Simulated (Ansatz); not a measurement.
The system is TiO2.

```
Ti O
1.0
     4.59984    0.00000    0.00000
     0.00000    4.59984    0.00000
     0.00000    0.00000    2.95921
Ti O
2 4
Cartesian
  0.0000 0.0000 1.4796
  2.2999 2.2999 0.0000
  1.3998 1.3998 1.4796
  0.9001 3.6997 0.0000
  3.6997 0.9001 0.0000
  3.2000 3.2000 1.4796
```

The cell is a database's computed one.

```yaml
Program: Ansatz 0.2.0
Task: single point
Functional: PBEsol
Potentials_or_basis: all-electron LAPW, scalar-relativistic
Cutoff: 410 eV (chosen from the basis error)
Basis_error_allowed: 0.001 eV/atom
k_mesh: 6 × 6 × 9
Occupations: fermi-dirac, width 0.05 eV
Spin: no spin polarisation
```

On this cell: pressure -2.8 GPa; largest force 0.070 eV/Å; band gap on the k mesh 1.82 eV, direct.

The same run follows on a disturbed copy (atoms moved at random, drawn with an rms of 0.05 Å):

```
Ti O
1.0
     4.59984    0.00000    0.00000
     0.00000    4.59984    0.00000
     0.00000    0.00000    2.95921
Ti O
2 4
Direct
  0.99285 0.00757 0.49742
  0.49187 0.51062 0.99653
  0.30654 0.30354 0.49639
  0.18927 0.80785 0.00486
  0.79551 0.19416 0.00703
  0.69910 0.70567 0.50990
```

What does the disturbed cell give?

The energy moves by +6.0 meV/atom; pressure -2.9 GPa; largest force 0.879 eV/Å; band gap on the k mesh 1.75 eV, indirect (least direct gap 1.78 eV).

Forces in eV/Å, atoms in the order of the input:
```
Ti  -0.052  0.088 -0.001
Ti   0.038 -0.086 -0.038
O    0.111  0.495  0.250
O    0.306 -0.180  0.004
O    0.196  0.312 -0.078
O   -0.599 -0.629 -0.138
```

Stress tensor (GPa, compression positive):
```
-2.19  0.16 -0.28
 0.16 -2.34 -0.52
-0.28 -0.52 -4.23
```

Caveats: an odd mesh through Γ misses points on the zone boundary, where band edges often lie.
